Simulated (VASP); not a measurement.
# Settings for GaCo: energy along a vibration (SMASS = -2)

GaCo, atoms displaced along the mode, 2 atoms in the cell. LDA, energy along a line of displacements; PAW potentials Ga_d, Co (LDA set). VASP 6.6.1.

Wanted: harmonic frequency within 1 %.

Mode: optical mode at Gamma along [111].

POSCAR of the starting run:
```
GaCo
1.0
    2.8780000000      0.0000000000      0.0000000000
    0.0000000000      2.8780000000      0.0000000000
    0.0000000000      0.0000000000      2.8780000000
Ga Co
1 1
Direct
    0.4926486373      0.4926486373      0.4926486373
    0.0086972897      0.0086972897      0.0086972897

    0.0052893055   0.0052893055   0.0052893055
   -0.0062576999  -0.0062576999  -0.0062576999
```

The series start from k mesh: 7 × 7 × 7; Cutoff (eV): 380; Step along the mode (Å): 0.02; Electronic threshold (eV): 1e-7; Smearing width (eV): 0.15; Precision and projection: Accurate, reciprocal space. Each series keeps the choices made before it, and each single choice may use up half of a tolerance.

## k mesh

| k mesh | Harmonic frequency (THz) | Time (s) |
|---|---|---|
| 3 × 3 × 3 | 5.946 | 14 |
| 4 × 4 × 4 | 6.37 | 25 |
| 5 × 5 × 5 | 6.343 | 39 |
| 7 × 7 × 7 | 6.359 | 102 |
| 8 × 8 × 8 | 6.315 | 156 |
| 10 × 10 × 10 | 6.301 | 343 |
| 13 × 13 × 13 (reference) | 6.32 | 749 |

Chosen: 8 × 8 × 8, the loosest value from which every tighter one stays within half of the tolerance.

## Cutoff (eV)

| Cutoff (eV) | Harmonic frequency (THz) | Time (s) |
|---|---|---|
| 200 | 6.165 | 77 |
| 250 | 6.287 | 75 |
| 290 | 6.333 | 76 |
| 330 | 6.32 | 231 |
| 380 | 6.315 | 156 |
| 430 (reference) | 6.334 | 234 |

Chosen: 290.

## Electronic threshold (eV)

| Electronic threshold (eV) | Harmonic frequency (THz) | Time (s) |
|---|---|---|
| 0.001 | 6.331 | 56 |
| 0.0001 | 6.327 | 57 |
| 1e-5 | 6.326 | 66 |
| 1e-6 | 6.327 | 80 |
| 1e-7 | 6.327 | 134 |
| 1e-8 (reference) | 6.327 | 131 |

Chosen: 0.001.

## Smearing width (eV)

| Smearing width (eV) | Harmonic frequency (THz) | Time (s) |
|---|---|---|
| 0.4 | 6.329 | 64 |
| 0.3 | 6.327 | 65 |
| 0.2 | 6.329 | 66 |
| 0.15 | 6.331 | 56 |
| 0.1 (reference) | 6.332 | 50 |

Chosen: 0.4.

## Precision and projection

| Precision and projection | Harmonic frequency (THz) | Time (s) |
|---|---|---|
| Accurate, reciprocal space | 6.329 | 64 |
| Normal, reciprocal space | 6.334 | 36 |
| Normal, Auto | 6.359 | 51 |

Chosen: Normal, reciprocal space, the fastest of those that stay within half of the tolerance.

Also changed on the way, by series that aren't shown: Step along the mode (Å): 0.04.

## All choices together

| Input | Harmonic frequency (THz) | Time (s) |
|---|---|---|
| defaults on a coarse mesh (naive) | 6.407 | 5.9 |
| chosen settings | 6.334 | 36 |
| reference settings throughout | 6.336 | 759 |

The tolerance is met.

## The input

INCAR:
```
SYSTEM = GaCo
  GGA = CA
  PREC = Normal
  ENCUT = 290
  EDIFF = 0.001
  ALGO = Normal
  LREAL = .False.
  LASPH = .True.
  ISMEAR = 1
  SIGMA = 0.4
  ISYM = 0
  LWAVE = .False.
  LCHARG = .False.
  IBRION = 0
  SMASS = -2
  POTIM = 1
  NSW = 9
  NELMIN = 4
  KPAR = 2
  ISPIN = 2
  MAGMOM = 0 2
```

KPOINTS:
```
Automatic mesh
0
Gamma
  8 8 8
  0 0 0
```

POSCAR:
```
GaCo
1.0
    2.8780000000      0.0000000000      0.0000000000
    0.0000000000      2.8780000000      0.0000000000
    0.0000000000      0.0000000000      2.8780000000
Ga Co
1 1
Direct
    0.4852972746      0.4852972746      0.4852972746
    0.0173945794      0.0173945794      0.0173945794

    0.0105786109   0.0105786109   0.0105786109
   -0.0125153999  -0.0125153999  -0.0125153999
```

Commands:
```
cat potpaw_LDA.64/Ga_d/POTCAR potpaw_LDA.64/Co/POTCAR > POTCAR
mpirun -np 2 vasp_std > vasp.out
```

Limits: NELMIN = 4 forces that many electronic steps, so a loose EDIFF looks better here than it is.

The chosen input took VASP 6.6.1 36 s on 2 cores (Intel Xeon Platinum 8259CL @ 2.50GHz (Skylake/Cascade Lake)), a shared host.

## An input that fails: SMASS left out, so the atoms move under their forces

It runs to its end, but against the unchanged starting input it is off by 1.6 % in the harmonic frequency.

Changes against the starting input:
```
- SMASS = -2
```
